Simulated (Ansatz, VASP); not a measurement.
**Cross-check of AlN between VASP and Ansatz**

One calculation is typed for both programs; each brings its own data sets and cutoff. How far apart do they land? The cell is taken from a series of VASP runs on this material, whose earlier steps may have relaxed, scaled or displaced it; both programs get it as it stands.

Calculated with Ansatz 0.2.0; plane waves, with VASP 6.6.1 beside it; band structure at PBEsol and single point at PBEsol.

### Step 1. The starting structure

It takes space group F-43m (No. 216, cubic). Conventional cell: a = 4.368 Å, b = 4.368 Å, c = 4.368 Å, α = 90.00°, β = 90.00°, γ = 90.00°. Nearest to Al lie 4 N at 1.89 Å. Nearest to N lie 4 Al at 1.89 Å. Farther neighbours and most contacts between anions are not listed.

### Step 2. VASP: band structure, PBEsol

Levels along a path test the potential and the projectors away from the mesh points.

Lines of VASP's logs that name or quote its potential files are left out, and so is its time.

INCAR reads:

```
SYSTEM = AlN
PREC = Accurate
ENCUT = 520
EDIFF = 1E-06
NELM = 100
ISMEAR = 0
SIGMA = 0.02
LREAL = .FALSE.
ALGO = Normal
GGA = PS
NBANDS = 16
LORBIT = 11
LWAVE = .FALSE.
LCHARG = .FALSE.
KPAR = 4
ISIF = 2
```

POSCAR reads:

```
AlN
1.0
    0.0000000000      2.1839940000      2.1839940000
    2.1839940000      0.0000000000      2.1839940000
    2.1839940000      2.1839940000      0.0000000000
Al N
1 1
Direct
    0.0000000000      0.0000000000      0.0000000000
    0.7500000000      0.7500000000      0.7500000000
```

KPOINTS reads:

```
Automatic mesh
0
Gamma
16 16 16
0 0 0
```

KPOINTS_OPT reads:

```
Line mode
24
Line-mode
Reciprocal
  0.00000000   0.00000000   0.00000000 GAMMA
  0.50000000   0.00000000   0.50000000 X

  0.50000000   0.00000000   0.50000000 X
  0.50000000   0.25000000   0.75000000 W

  0.50000000   0.25000000   0.75000000 W
  0.37500000   0.37500000   0.75000000 K

  0.37500000   0.37500000   0.75000000 K
  0.00000000   0.00000000   0.00000000 GAMMA

  0.00000000   0.00000000   0.00000000 GAMMA
  0.50000000   0.50000000   0.50000000 L

  0.50000000   0.50000000   0.50000000 L
  0.62500000   0.25000000   0.62500000 U

  0.62500000   0.25000000   0.62500000 U
  0.50000000   0.25000000   0.75000000 W

  0.50000000   0.25000000   0.75000000 W
  0.50000000   0.50000000   0.50000000 L

  0.50000000   0.50000000   0.50000000 L
  0.37500000   0.37500000   0.75000000 K

  0.62500000   0.25000000   0.62500000 U
  0.50000000   0.00000000   0.50000000 X
```

The projector-augmented-wave data sets are Al and N (PBE family, release 64).

Run with:

```
$ mpirun -np 4 vasp_std
```

Numbers of over 12 decimals in the logs are rounded to 6 here.

What it wrote:

```text
[banner, memory and clock lines left out]
running    4 mpi-ranks, on    1 nodes
 distrk:  each k-point on    1 cores,    4 groups
 distr:  one band on    1 cores,    1 groups

 POSCAR found type information on POSCAR AlN
 POSCAR found :  2 types and       2 ions
|                                                                             |
|               ----> ADVICE to this user running VASP <----                  |
|                                                                             |
|     You enforced a specific xc type in the INCAR file but a different       |
|     [... a line on the potential file left out ...]
|     I HOPE YOU KNOW WHAT YOU ARE DOING!                                     |
|                                                                             |

 LDA part: xc-table for (Slater+PW92), standard interpolation
 POSCAR, INCAR and KPOINTS ok, starting setup
 FFT: planning ... GRIDC
 FFT: planning ... GRID_SOFT
 FFT: planning ... GRID
 WAVECAR not read
 entering main loop
       N       E                     dE             d eps       ncg     rms          rms(c)
DAV:   1     0.105873253100E+02    0.10587E+02   -0.36294E+03  4680   0.419E+02
DAV:   2    -0.170817845298E+02   -0.27669E+02   -0.26607E+02  6352   0.114E+02
DAV:   3    -0.178389963996E+02   -0.75721E+00   -0.75669E+00  5936   0.161E+01
DAV:   4    -0.178431478604E+02   -0.41515E-02   -0.41514E-02  6160   0.131E+00
DAV:   5    -0.178431931554E+02   -0.45295E-04   -0.45295E-04  6040   0.124E-01    0.829E+00
DAV:   6    -0.156443696631E+02    0.21988E+01   -0.88192E+00  5960   0.112E+01    0.274E+00
DAV:   7    -0.156300435829E+02    0.14326E-01   -0.22818E-01  5592   0.285E+00    0.208E+00
DAV:   8    -0.156141958874E+02    0.15848E-01   -0.39143E-02  5992   0.127E+00    0.809E-01
DAV:   9    -0.156107610090E+02    0.34349E-02   -0.81266E-03  6096   0.445E-01    0.278E-01
DAV:  10    -0.156107331085E+02    0.27901E-04   -0.51247E-04  5816   0.130E-01    0.643E-02
DAV:  11    -0.156107371755E+02   -0.40670E-05   -0.34168E-05  6328   0.263E-02    0.217E-02
DAV:  12    -0.156107370178E+02    0.15767E-06   -0.10972E-06  4224   0.796E-03
   1 F= -.15610737E+02 E0= -.15610737E+02  d E =-.139850E-49
 Start KPOINTS_OPT (optional k-point list driver)
k-point batch [1-145\240]
       N       E                     dE             ncg
DAV:   1     0.486717855130E+04   -0.36186E+05     4656
DAV:   2     0.117289577256E+04   -0.36943E+04     6424
DAV:   3     0.107430912017E+04   -0.98587E+02     5864
DAV:   4     0.107374327388E+04   -0.56585E+00     6280
DAV:   5     0.107373632384E+04   -0.69500E-02     5960
DAV:   6     0.107373622134E+04   -0.10249E-03     6192
DAV:   7     0.107373621987E+04   -0.14738E-05     5104
DAV:   8     0.107373621975E+04   -0.11433E-06     4848
k-point batch [146-240\240]
       N       E                     dE             ncg
DAV:   1     0.156048635460E+05   -0.32934E+05     3048
DAV:   2     0.133011859178E+05   -0.23037E+04     4256
DAV:   3     0.132432946079E+05   -0.57891E+02     4112
DAV:   4     0.132429445829E+05   -0.35003E+00     4016
DAV:   5     0.132429403348E+05   -0.42481E-02     4128
DAV:   6     0.132429402741E+05   -0.60702E-04     3880
DAV:   7     0.132429402733E+05   -0.84413E-06     3576
```

OUTCAR, selected parts (step 2):

```text
ion  position               nearest neighbor table
   1  0.000  0.000  0.000-   2 1.89   2 1.89   2 1.89   2 1.89
   2  0.750  0.750  0.750-   1 1.89   1 1.89   1 1.89   1 1.89

  LATTYP: Found a face centered cubic cell.
 ALAT       =     4.3679880000

 Subroutine GETGRP returns: Found 24 space group operations
 (whereof 24 operations were pure point group operations)

The static configuration has the point symmetry T_d .

 Found    145 irreducible k-points:

   k-points           NKPTS =    145   k-points in BZ     NKDIM =    145   number of bands    NBANDS=     16

   dimension x,y,z NGX =    24 NGY =   24 NGZ =   24
   dimension x,y,z NGXF=    48 NGYF=   48 NGZF=   48

   ENCUT  =  520.0 eV  38.22 Ry    6.18 a.u.   5.74  5.74  5.74*2*pi/ulx,y,z

   NELECT =       8.0000    total number of electrons

 k-points in reciprocal lattice and weights: Automatic mesh
   0.00000000  0.00000000  0.00000000       0.000
   0.06250000  0.00000000  0.00000000       0.002
   0.12500000  0.00000000  0.00000000       0.002
   0.18750000  0.00000000  0.00000000       0.002
   0.25000000  0.00000000  0.00000000       0.002
   0.31250000  0.00000000  0.00000000       0.002
   0.37500000  0.00000000  0.00000000       0.002
   0.43750000  0.00000000  0.00000000       0.002
   0.50000000  0.00000000  0.00000000       0.001
[...]
-0.31250000  0.50000000  0.18750000       0.003
  -0.25000000  0.50000000  0.25000000       0.001

 average (electrostatic) potential at core
       1 -71.3224       2 -59.9980

 E-fermi :   6.0816

 k-point     1 :       0.0000    0.0000    0.0000
  band No.  band energies     occupation
      1      -9.0802      2.00000
      2       5.8781      2.00000
      3       5.8781      2.00000
      4       5.8781      2.00000
      5      10.0108      0.00000
      6      18.3467      0.00000
      7      18.3467      0.00000
      8      18.3467      0.00000
      9      23.4653      0.00000
    ...

 k-point     2 :       0.0625    0.0000    0.0000
  band No.  band energies     occupation
      1      -9.0219      2.00000
      2       5.5250      2.00000
      3       5.8573      2.00000
      4       5.8573      2.00000
      5      10.3036      0.00000
      6      18.1833      0.00000
      7      18.4087      0.00000
      8      18.4087      0.00000
      9      22.7294      0.00000
    ...

 k-point     3 :       0.1250    0.0000    0.0000
  band No.  band energies     occupation
      1      -8.8505      2.00000
      2       4.6862      2.00000
      3       5.7991      2.00000
      4       5.7991      2.00000
      5      10.9560      0.00000
      6      17.7703      0.00000
      7      18.5194      0.00000
      8      18.5194      0.00000
      9      21.9057      0.00000
    ...

  Total        0.1716186      0.1716186      0.1716186      0.0000000      0.0000000      0.0000000
  in kB       13.1974666     13.1974666     13.1974666      0.0000000      0.0000000      0.0000000
  external PRESSURE =      13.1974666 kB  Pullay stress =       0.0000000 kB

  energy-cutoff  :      520.00
  volume of cell :       20.83
      direct lattice vectors                 reciprocal lattice vectors
     0.000000000  2.183994000  2.183994000    -0.228938358  0.228938358  0.228938358
     2.183994000  0.000000000  2.183994000     0.228938358 -0.228938358  0.228938358
     2.183994000  2.183994000  0.000000000     0.228938358  0.228938358 -0.228938358

 POSITION                                       TOTAL-FORCE (eV/Angst)
 -----------------------------------------------------------------------------------
      0.00000      0.00000      0.00000         0.000000      0.000000      0.000000
      3.27599      3.27599      3.27599        -0.000000     -0.000000     -0.000000
 -----------------------------------------------------------------------------------
    total drift:                               -0.000000     -0.000000     -0.000000

  FREE ENERGIE OF THE ION-ELECTRON SYSTEM (eV)
  ---------------------------------------------------
  free  energy   TOTEN  =       -15.6107370178 eV

  energy  without entropy=      -15.6107370178  energy(sigma->0) =      -15.61073702

 total charge
# of ion       s       p       d       tot
------------------------------------------
    1        0.371   0.448   0.000   0.819
    2        1.218   2.626   0.000   3.844
--------------------------------------------------
tot          1.589   3.074   0.000   4.663

[... 3 further parts left out ...]
```

The run ends at a pressure of 1.32 GPa.

### Step 3. Ansatz: band structure, PBEsol

Ansatz runs on its default PAW (the set named soft_2) files.

The same cell, functional, mesh and smearing now go to Ansatz, which takes its cutoff from its data sets.

input.yaml reads:

```yaml
crystal:
  lattice:
    - [0.0, 2.183994, 2.183994]
    - [2.183994, 0.0, 2.183994]
    - [2.183994, 2.183994, 0.0]
  atoms:
    - { symbol: Al, position: [0.0, 0.0, 0.0] }
    - { symbol: "N", position: [0.75, 0.75, 0.75] }
hamiltonian:
  xc: pbesol
  pseudopotentials: { kind: paw }
kpoints:
  mp_grid: { grid: [16, 16, 16] }
  band_path:
    path:
      - [0.0, 0.0, 0.0]
      - [0.17391, 0.0, 0.17391]
      - [0.34783, 0.0, 0.34783]
      - [0.5, 0.0, 0.5]
      - [0.5, 0.08696, 0.58696]
      - [0.5, 0.18478, 0.68478]
      - [0.49457, 0.25543, 0.75]
      - [0.45109, 0.29891, 0.75]
      - [0.40761, 0.34239, 0.75]
      - [0.34239, 0.34239, 0.68478]
      - [0.21196, 0.21196, 0.42391]
      - [0.08152, 0.08152, 0.16304]
      - [0.04348, 0.04348, 0.04348]
      - [0.23913, 0.23913, 0.23913]
      - [0.41304, 0.41304, 0.41304]
      - [0.5163, 0.46739, 0.5163]
      - [0.55978, 0.38043, 0.55978]
      - [0.6087, 0.28261, 0.6087]
      - [0.60326, 0.25, 0.64674]
      - [0.55978, 0.25, 0.69022]
      - [0.5163, 0.25, 0.7337]
      - [0.5, 0.30435, 0.69565]
      - [0.5, 0.3913, 0.6087]
      - [0.5, 0.47826, 0.52174]
      - [0.47283, 0.47283, 0.55435]
      - [0.42391, 0.42391, 0.65217]
      - [0.38043, 0.38043, 0.73913]
      - [0.59239, 0.18478, 0.59239]
      - [0.54891, 0.09783, 0.54891]
      - [0.5, 0.0, 0.5]
    npoints: 1
scf:
  occupations: { method: gaussian, width: 0.02 }
  n_extra_bands: 7
output:
  forces: true
  stress: true
  eigenvalues: true
```

Run with:

```
$ ansatz run input.yaml --threads 2 --pin off --max-ram 4608MiB --backend cpu --events-out ev --progress --plain --runs-dir out
```

What it wrote:

```text
scf.n_extra_bands = 7 over 4 filled bands (N_el = 8.0): the run solves 11 bands
Engine: ansatz 0.2.0, aarch64-unknown-linux-gnu
Pseudopotentials: kind: paw
Pseudopotential: Al, paw, valence charge 3, recommended cutoff 420 eV (normal), Al.paw.azcp
Pseudopotential: N, paw, valence charge 5, recommended cutoff 420 eV (normal), N.paw.azcp
Functional definition: PBEsol
  exchange = pbesol_x
  correlation = pbesol_c
Crystal: 2 atoms, lattice volume = 20.835 Å³
Basis set: ecut = 420 eV, 411 PW (Γ), exchange–correlation on 48×48×48 points (8 copies of the dense FFT grid, shifted against one another)
Bands: 11, of which v1, the nominal top of the filled ones, is band 4 counted from 1 (3 counted from 0)
Symmetry: 24 space group operations
Space group: F-43m (ITA 216), of the structure as read, at distance tolerance 2.8e-5 Å
k-points: 145 of 4096 (time reversal used)
Non-local potential: Al, projectors of the file, l = 0: 2, l = 1: 2, l = 2: 1
Non-local potential: N, projectors of the file, l = 0: 2, l = 1: 2, l = 2: 1
PAW form: soft (Blöchl's): semilocal exchange-correlation on the pseudo side does not see the compensation charge
PAW frozen core: Al, regenerated for the run's functional, and the local potential with it (the file was generated under x = pbe(κ = 0.804, μ = 0.219515), c = pbe(β = 0.066725))
PAW frozen core: N, regenerated for the run's functional, and the local potential with it (the file was generated under x = pbe(κ = 0.804, μ = 0.219515), c = pbe(β = 0.066725))
PAW one-centre angular grid: Al, 110 points (default); XC on 64 Gauss nodes
PAW one-centre angular grid: N, 110 points (default); XC on 64 Gauss nodes
Initial density: superposition of atomic densities (neutral atoms: chi_scale 0, normalization atom), corrected by the library's trained network
Initial wavefunctions: pseudopotential atomic-orbital guess
Functional: x = pbesol(κ = 0.804, μ = 0.123457), c = pbesol(β = 0.046)
SCF iter   1: F=—  HF=-905.919519 eV  |F-HF|=—  |Δ(HF+E_count)|=         —  Δρ=9.93e-3  dr2=2.20e-2  ethr=1.77e-3  ⟨swp⟩=4.9  Hψ=9977  notcnv=0  defer=1
preconditioner: auto → none  [insulator: Δε(μ)=3.050 eV  Ē_g=18.948 eV  σ=0.020 eV  W_gap=1.00  n_scr=0 (ndim 8)  ℏωp=23.0 eV  f_vac=0.000  D(μ)=0.00/eV (n_scr^D=0)  ε∞_Penn≈2.5]
SCF iter   2: F=—  HF=-905.913923 eV  |F-HF|=—  |Δ(HF+E_count)|=   5.60e-3  Δρ=3.39e-3  dr2=2.80e-3  ethr=2.74e-4  ⟨swp⟩=1.9  Hψ=3052  notcnv=0  defer=122
SCF iter   3: F=—  HF=-905.913149 eV  |F-HF|=—  |Δ(HF+E_count)|=   7.74e-4  Δρ=3.67e-4  dr2=1.22e-5  ethr=3.50e-5  ⟨swp⟩=2.8  Hψ=2427  notcnv=0  defer=307
SCF iter   4: F=—  HF=-905.913179 eV  |F-HF|=—  |Δ(HF+E_count)|=   2.99e-5  Δρ=3.22e-5  dr2=9.45e-8  ethr=1.53e-7  ⟨swp⟩=1.5  Hψ=1379  notcnv=0  defer=307
iter 5 did not close the SCF: its close was put off for the readings that it lacked (scf_convergence_deferred on its scf_iter line)
SCF iter   5: F=-905.913179 eV  HF=-905.913179 eV  |F-HF|=5.67e-10  |Δ(HF+E_count)|=   3.19e-8  Δρ=3.25e-6  dr2=1.06e-9  ethr=1.18e-9  ⟨swp⟩=2.4  Hψ=1825  notcnv=0  defer=307
SCF iter   6: F=-905.913179 eV  HF=-905.913179 eV  |F-HF|=2.61e-12  |Δ(HF+E_count)|=  5.99e-10  Δρ=1.67e-7  dr2=3.37e-12  ethr=1.33e-11  ⟨swp⟩=4.4  Hψ=6071  notcnv=0
SCF 1 converged in 6 iterations: F = -905.913179 eV  dr2 = 3.37e-12
  greatest PAW one-centre occupation: 0.786 electrons in one spin orbital (limit 2), on the N atom at site 1 (counted from 0), in its partial waves of l = 0
NSCF: frozen V_eff on 30 k-points
SCF converged after 6 iterations
Free energy (F): -905.913179 eV
Harris-Foulkes:  -905.913179 eV  (|F-HF|=2.61e-12)
Internal energy: -905.913179 eV  (E = F + TS)
E sigma→0 (E₀):  -905.913179 eV
Fermi energy:    8.470302 eV
--- Per-component energies (eV) ---
  E_band       = 14.537800
  E_kinetic    = 158.830127
  E_local      = -221.667309  (includes V_loc(G=0)·N_el)
  E_nonlocal   = 55.748175
  E_hartree    = 76.214218
  E_xc         = -100.694937
  E_vxc        = -107.463454  (∫ρ·V_xc dr)
  E_paw        = -577.787290  (= ΣΔE_a)
  E_vpaw       = -23.338274  (= ΣTr[D̂ρ^β])
  E_aug_tail   = 0.000094  (compensation charges beyond the density's cutoff)
  E_ewald      = -296.603495
  E_core_change = 0.047238  (= ΣΔE_core)
  E_smearing   = -0.000000  (= −TS)
  E_closure    = 0.000000  (closes the sum)
  Σ components = -905.913179   (vs F -905.913179, Δ=0.00e0)
--- Forces (eV/Å), atoms counted from 1 ---
  atom   1  Al    -0.00000000     0.00000000     0.00000000
  atom   2  N      0.00000000    -0.00000000     0.00000000
  max |Σ_I F_I| component: 2.13e-16 eV/Å
--- Stress (GPa, compression-positive) ---
        1.348275       0.000000      -0.000000
       -0.000000       1.348275       0.000000
        0.000000       0.000000       1.348275
  P = ⅓ Tr σ = 1.3483 GPa (13.483 kbar)
--- Band table (eV; the first three rows and the last of 145) ---
  k-point 0: bands = [-8.0770, 6.8724, 6.8724, 6.8724, 10.9893, 19.3407, 19.3407, 19.3407, ... 3 higher]
  k-point 1: bands = [-8.0188, 6.5189, 6.8515, 6.8515, 11.2831, 19.1776, 19.4022, 19.4022, ... 3 higher]
  k-point 2: bands = [-7.8474, 5.6803, 6.7936, 6.7936, 11.9373, 18.7660, 19.5116, 19.5116, ... 3 higher]
  k-point 144: bands = [-5.2935, 3.0720, 3.3901, 4.1412, 12.8169, 18.1365, 18.7434, 18.9927, ... 3 higher]
```

It took 4 s on 2 threads of Arm Neoverse N1, shared host; peak memory 0.29 GiB.

Reading the cycles: dr2 is the Hartree energy of the density residual (eV), the measure of convergence; HF is the Harris–Foulkes estimate of the energy, which meets the free energy F at convergence.

### Step 4. Differences

Known differences besides the potentials themselves: the cutoff is 420 eV in Ansatz and 520 eV in VASP; Ansatz makes its cores anew for this functional, VASP keeps those of its PBE data sets; VASP leaves aspherical gradient terms in its spheres out (LASPH is not set), Ansatz keeps them. Total energies have different zeros and are not compared.

Compared:

```
                                        quantity  Ansatz   VASP  difference
                                  pressure (GPa)    1.35   1.32       +0.03
pressure without Ansatz's Pulay correction (GPa)    0.82   1.32       -0.50
                   gap over the path points (eV)   3.196  3.187      +0.009
```

Levels at points of the path, from each program's valence-band top (eV; 3 filled, then empty):

| k (reciprocal lattice) | Ansatz | VASP |
| --- | --- | --- |
| 0.000 0.000 0.000 | 0.00 0.00 0.00 4.12 12.47 | 0.00 0.00 0.00 4.13 12.47 |
| 0.174 0.000 0.174 | -1.84 -0.56 -0.56 5.89 10.99 | -1.84 -0.56 -0.56 5.90 10.99 |
| 0.348 0.000 0.348 | -4.07 -1.47 -1.47 4.48 9.12 | -4.07 -1.47 -1.47 4.47 9.12 |
| 0.500 0.000 0.500 | -4.94 -1.79 -1.79 3.20 8.48 | -4.95 -1.79 -1.79 3.19 8.48 |
| 0.500 0.087 0.587 | -4.78 -2.12 -2.09 3.87 9.02 | -4.78 -2.12 -2.10 3.86 9.02 |
| 0.500 0.185 0.685 | -4.22 -2.98 -2.61 5.42 10.48 | -4.22 -2.98 -2.61 5.42 10.49 |
| 0.495 0.255 0.750 | -3.81 -3.48 -2.72 5.94 11.25 | -3.81 -3.48 -2.73 5.94 11.25 |
| 0.451 0.299 0.750 | -4.06 -3.52 -2.23 5.68 10.58 | -4.06 -3.52 -2.23 5.67 10.58 |
| 0.408 0.342 0.750 | -4.25 -3.64 -1.57 5.21 10.09 | -4.25 -3.65 -1.57 5.21 10.10 |
| 0.342 0.342 0.685 | -4.24 -3.83 -1.17 5.75 10.08 | -4.24 -3.83 -1.17 5.74 10.09 |

Among the levels compared at these points, filled levels agree within 6 meV and empty ones within 16 meV. Ansatz's pressure holds a Pulay correction of 0.52 GPa; VASP's holds none.

### Step 5. What the set-up changes

Further runs change the set-up of one program: Ansatz's method, potentials or start, or VASP's data sets, cutoff or form of LDA. The table gives Ansatz less VASP for each quantity, since a change that brings one quantity closer may part another.

```
                              run  pressure (GPa)  gap over the path points (eV)
                         as above           0.029                         0.0088
Ansatz's all-electron LAPW method           -0.12                         0.0037
```

(Part 1 of 2 ends here.)

[Lines on the potential files, build, host, timing and source positions are cut from VASP's logs without a mark.]

[Logs are printed without paths, hosts, clocks, repeated set-up lines and the standing remarks that a program may print on its own settings, such as how far it seeks lower states.]

[Hosts, paths, dates, database ids (printed as entryN), source tags and the programs' standing remarks are cut or masked in the printed files.]
